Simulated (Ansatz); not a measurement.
# Mg5ZnO6: the cost of one run

Program: Ansatz 0.2.0. Level of theory: DFT PBE, scalar-relativistic, plane waves, PAW. These are calculated values, not measurements.

## (1) The system as given

It takes space group P-3m1 (No. 164, trigonal). The conventional cell has a = 3.311 Å, b = 3.311 Å, c = 16.222 Å, α = 90.00°, β = 90.00°, γ = 120.00°. Mg (site symmetry 3m) has 6 O at 2.34 Å in its first shell of neighbours. Around Mg (site symmetry -3m) lie 6 O at 2.34 Å. Zn (site symmetry -3m) has 6 O at 2.34 Å in its first shell of neighbours. O (site symmetry 3m) is surrounded by 3 Zn at 2.34 Å and 3 Mg at 2.34 Å. Around O (site symmetry 3m) lie 6 Mg at 2.34 Å.

Structure file:

```
CELL_PARAMETERS angstrom
3.31120 0.00000 0.00000
-1.65560 2.86759 0.00000
0.00000 0.00000 16.22152
ATOMIC_POSITIONS crystal
Mg 0.33333 0.66667 0.83333
Mg 0.66667 0.33333 0.16667
Mg 0.33333 0.66667 0.33333
Mg 0.00000 0.00000 0.50000
Mg 0.66667 0.33333 0.66667
Zn 0.00000 0.00000 0.00000
O 0.66667 0.33333 0.91667
O 0.33333 0.66667 0.08333
O 0.00000 0.00000 0.25000
O 0.66667 0.33333 0.41667
O 0.33333 0.66667 0.58333
O 0.00000 0.00000 0.75000
```

The start is an ordering of an alloy on its end members' structure types: elements ordered on the sites of the MgO type, Zn/Mg on Mg (P-3m1, No. 164).

## (2) Probe: one point on a coarse mesh

input.yaml

```yaml
crystal:
  lattice:
    - [3.31120411, 0.0, 0.0]
    - [-1.65560206, 2.86758688, 0.0]
    - [0.0, 0.0, 16.22152101]
  atoms:
    - { symbol: Mg, position: [0.33333333, 0.66666667, 0.83333333] }
    - { symbol: Mg, position: [0.66666667, 0.33333333, 0.16666667] }
    - { symbol: Mg, position: [0.33333333, 0.66666667, 0.33333333] }
    - { symbol: Mg, position: [0.0, 0.0, 0.5] }
    - { symbol: Mg, position: [0.66666667, 0.33333333, 0.66666667] }
    - { symbol: Zn, position: [0.0, 0.0, 0.0] }
    - { symbol: O, position: [0.66666667, 0.33333333, 0.91666667] }
    - { symbol: O, position: [0.33333333, 0.66666667, 0.08333333] }
    - { symbol: O, position: [0.0, 0.0, 0.25] }
    - { symbol: O, position: [0.66666667, 0.33333333, 0.41666667] }
    - { symbol: O, position: [0.33333333, 0.66666667, 0.58333333] }
    - { symbol: O, position: [0.0, 0.0, 0.75] }
basis:
  ecutwfc: 420
kpoints:
  mp_grid: { grid: [6, 6, 1] }
hamiltonian:
  xc: pbe
scf:
  occupations: { method: gaussian, width: 0.1 }
  lower_state_search: "off"
output:
  forces: true
  stress: true
  eigenvalues: true
```

Run with:

```
> ansatz run input.yaml --threads 1 --pin off --max-ram 2560MiB --backend cpu --events-out ev --progress --plain --runs-dir out
```

Q: Estimate wall time and peak memory on 1 thread of Intel Xeon at 2.50GHz (Skylake/Cascade Lake), shared host.

About 7.3 s, with a peak of 0.44 GiB.
